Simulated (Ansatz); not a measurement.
Set up this calculation in Ansatz 0.2.0, as the native input.

| Item | Value |
| --- | --- |
| Task | relaxation of cell and atoms |
| Functional | PBEsol |
| Potentials or basis | all-electron LAPW, scalar-relativistic |
| Basis error allowed | 0.002 eV/atom |
| k mesh | 10 × 10 × 10 |
| Occupations | fermi-dirac, width 0.05 eV |
| Spin | no spin polarisation |
| Target pressure | 10 GPa |

MoS2:

```
CELL_PARAMETERS angstrom
1.58000 0.91221 6.15000
-1.58000 0.91221 6.15000
0.00000 -1.82443 6.15000
ATOMIC_POSITIONS crystal
Mo 0.00000 0.00000 0.00000
S 0.41700 0.41700 0.41700
S 0.25000 0.25000 0.25000
```

Measurements of this composition are mostly on another form, of space group No. 194.

One way to write it, as run:

input.yaml

```yaml
crystal:
  lattice:
    - [1.58, 0.9122134253, 6.15]
    - [-1.58, 0.9122134253, 6.15]
    - [0.0, -1.8244268506, 6.15]
  atoms:
    - { symbol: Mo, position: [0.0, 0.0, 0.0] }
    - { symbol: S, position: [0.417, 0.417, 0.417] }
    - { symbol: S, position: [0.25, 0.25, 0.25] }
kpoints:
  mp_grid: { grid: [10, 10, 10] }
scf:
  occupations: { method: fermi_dirac, width: 0.05 }
hamiltonian:
  xc: pbesol
  pseudopotentials: { kind: all_electron, lapw: { basis_error: 0.002 } }
output:
  forces: true
  stress: true
relax:
  f_tol: 0.01
  max_steps: 60
  cell: { p_target: 10 }
```

Potentials or basis: all-electron LAPW, scalar-relativistic.

Launch:

```bash
$ ansatz run input.yaml --threads 2 --pin off --max-ram 8192MiB --backend cpu --events-out ev --progress --plain --runs-dir out
```

Results of the run:

```json
{
  "Relaxed volume": "15.28 Å³/atom",
  "Relaxed cell": "a = 5.855 Å, b = 5.855 Å, c = 5.855 Å, α = 30.50°, β = 30.50°, γ = 30.50°",
  "Space group after relaxing (to 0.05 Å)": "R3m (No. 160)",
  "Energy change on relaxing (the enthalpy is what falls)": "+56.0 meV/atom",
  "Ionic steps": "8",
  "Pressure after relaxing": "10.0 GPa"
}
```

Wall time 94 s on 2 threads of Intel(R) Xeon(R) 6975P-C (Granite Rapids), with other jobs on the host, peak memory 0.58 GiB.
